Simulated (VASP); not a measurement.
Wanted: the native input for a VASP 6.6.1 run.

- Task: single point
- Functional: r2SCAN
- Potentials or basis: VASP PAW PBE potentials, release 64 (Na_pv, I)
- Cutoff: 520 eV
- k mesh: 4 × 4 × 4
- Occupations: gaussian, width 0.01 eV
- Spin: no spin polarisation
- Dipole correction: no
- Further INCAR settings: ALGO = Normal; EDIFF = 1e-06; NBANDS = 14

The system is NaI.

```
Na I
1.0
     0.00000    3.54319    3.54319
     3.54319    0.00000    3.54319
     3.54319    3.54319    0.00000
Na I
1 1
Direct
  0.00000 0.00000 0.00000
  0.25000 0.25000 0.25000
```

The cell was built by a generator and needn't be a form met in nature.

One way to write it, as run:

POSCAR

```
NaI
1.0
    0.0000000000      3.5431916648      3.5431916648
    3.5431916648      0.0000000000      3.5431916648
    3.5431916648      3.5431916648      0.0000000000
Na I
1 1
Direct
    0.0000000000      0.0000000000      0.0000000000
    0.2500000000      0.2500000000      0.2500000000
```

INCAR.step1

```
SYSTEM = NaI
PREC     = Accurate       ! precision mode
ENCUT    = 520            ! plane-wave cutoff, eV
ISMEAR   = 0              ! smearing method
SIGMA    = 0.01           ! smearing width, eV
LREAL    = .False.        ! projectors in reciprocal space
LASPH    = .True.         ! aspherical terms in the spheres
NELM     = 100            ! most SCF steps
NBANDS   = 14             ! bands
GGA      = PE             ! functional
ALGO     = Normal         ! electronic algorithm
EDIFF    = 1E-4           ! SCF threshold, eV
LWAVE    = .True.         ! write WAVECAR
LCHARG   = .False.        ! write CHGCAR
```

INCAR.step2

```
SYSTEM = NaI
PREC     = Accurate       ! precision mode
ENCUT    = 520            ! plane-wave cutoff, eV
EDIFF    = 1E-6           ! SCF threshold, eV
ISMEAR   = 0              ! smearing method
SIGMA    = 0.01           ! smearing width, eV
LREAL    = .False.        ! projectors in reciprocal space
LASPH    = .True.         ! aspherical terms in the spheres
NELM     = 100            ! most SCF steps
ALGO     = Normal         ! electronic algorithm
ISIF     = 2              ! what is computed and relaxed
LWAVE    = .False.        ! write WAVECAR
LCHARG   = .True.         ! write CHGCAR
METAGGA  = R2SCAN         ! meta-GGA
LMIXTAU  = .True.       
LELF     = .True.         ! ELF
LVHAR    = .True.       
NBANDS   = 14             ! bands
ISTART   = 1
```

KPOINTS

```
Automatic mesh
0
Gamma
  4 4 4
  0 0 0
```

Potentials or basis: VASP PAW PBE potentials, release 64 (Na_pv, I).

Launch:

```console
$ cat potpaw_PBE.64/Na_pv/POTCAR potpaw_PBE.64/I/POTCAR > POTCAR
$ cp INCAR.step1 INCAR
$ mpirun -np 1 vasp_std > vasp.out
$ cp INCAR.step2 INCAR
$ mpirun -np 1 vasp_std > vasp.out
```

It gave:

```json
{
 "Pressure": "-0.1 GPa",
 "Band gap on the k mesh": "4.42 eV, direct"
}
```

Caveat: the PAW data sets were made with another functional, which shifts forces and pressure a little; spin-orbit coupling is left out, which moves the levels of the heavy elements.

Run time: 77 s on 1 thread of Intel(R) Xeon(R) Platinum 8175M CPU @ 2.50GHz (Skylake/Cascade Lake), with other jobs on the host, peak memory 0.25 GiB.
